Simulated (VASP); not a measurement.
Calculation: revPBE GGA, VASP's PBE PAW potentials (set 64) (plane waves; VASP).

VASP input:

POSCAR:
```
InN
1
    0.0000000000     2.4879290000     2.4879290000
    2.4879290000     0.0000000000     2.4879290000
    2.4879290000     2.4879290000     0.0000000000
In N
1 1
Direct
  0.0000000000   0.0000000000   0.0000000000
  0.2500000000   0.2500000000   0.2500000000
```

### KPOINTS
```
Regular mesh
0
G
3 3 3
0.5 0.5 0.5
```

**INCAR**
```
SYSTEM = InN
PREC = Accurate
ENCUT = 240
EDIFF = 1E-03
NELM = 100
ALGO = Normal
LREAL = .FALSE.
LASPH = .TRUE.
ISMEAR = 1
SIGMA = 0.136
GGA = RE
LMAXMIX = 4
LWAVE = .FALSE.
LCHARG = .FALSE.
ISIF = 2
```

POTCAR, in this order: In_d N (PBE.64 set). Program: vasp_std.

The resulting files:

**OSZICAR**
```
       N       E                     dE             d eps       ncg     rms          rms(c)
DAV:   1     0.872658948194E+02    0.87266E+02   -0.60175E+03   156   0.105E+03
DAV:   2    -0.671260372344E+01   -0.93978E+02   -0.89912E+02   171   0.264E+02
DAV:   3    -0.115864610263E+02   -0.48739E+01   -0.48504E+01   186   0.692E+01
DAV:   4    -0.116659529586E+02   -0.79492E-01   -0.79385E-01   179   0.901E+00
DAV:   5    -0.116680114152E+02   -0.20585E-02   -0.20584E-02   189   0.127E+00    0.903E+00
DAV:   6    -0.101592927731E+02    0.15087E+01   -0.44175E+00   234   0.348E+01    0.568E+00
DAV:   7    -0.101381808615E+02    0.21112E-01   -0.24552E-01   156   0.470E+00    0.261E+00
DAV:   8    -0.101213478260E+02    0.16833E-01   -0.38260E-02   171   0.209E+00    0.439E-01
DAV:   9    -0.101206424614E+02    0.70536E-03   -0.39295E-03   215   0.123E+00
   1 F= -.10120642E+02 E0= -.10121032E+02  d E =0.116817E-02
```

### OUTCAR
```
------------------------ aborting loop because EDIFF is reached ----------------------------------------
  FORCE on cell =-STRESS in cart. coord.  units (eV):
  Direction    XX          YY          ZZ          XY          YZ          ZX
  --------------------------------------------------------------------------------------
  Total       -3.9506701     -3.9506701     -3.9506701      0.0000000      0.0000000      0.0000000
  in kB     -205.5121049   -205.5121049   -205.5121049      0.0000000      0.0000000      0.0000000
  external PRESSURE =    -205.5121049 kB  Pullay stress =       0.0000000 kB
  volume of cell :       30.80
      direct lattice vectors                 reciprocal lattice vectors
     0.000000000  2.487929000  2.487929000    -0.200970365  0.200970365  0.200970365
     2.487929000  0.000000000  2.487929000     0.200970365 -0.200970365  0.200970365
     2.487929000  2.487929000  0.000000000     0.200970365  0.200970365 -0.200970365
 POSITION                                       TOTAL-FORCE (eV/Angst)
 -----------------------------------------------------------------------------------
      0.00000      0.00000      0.00000        -0.000000     -0.000000     -0.000000
      1.24396      1.24396      1.24396         0.000000      0.000000      0.000000
 -----------------------------------------------------------------------------------
    total drift:                                0.000008      0.000008      0.000006
  FREE ENERGIE OF THE ION-ELECTRON SYSTEM (eV)
  ---------------------------------------------------
  free  energy   TOTEN  =       -10.1206424614 eV

  energy  without entropy=      -10.1218106319  energy(sigma->0) =      -10.12103185
```
(Selected blocks of OUTCAR.)

At this cut-off the stress carries a Pulay error, which pulls relaxed volumes low.

The structure comes from a computed database's InN entry; how it stands against other phases isn't given here. The cell was not relaxed at this level. The k-mesh is coarse (spacing up to 0.73 per Å, 2π included), so the numbers may not be converged in it. The run is one of a series of settings (EDIFF = 1E-03, ENCUT = 240, ISMEAR = 1, KPOINTS 3×3×3 Γ-centred mesh shifted by (0.5, 0.5, 0.5) against the base run), some of them coarse on purpose.
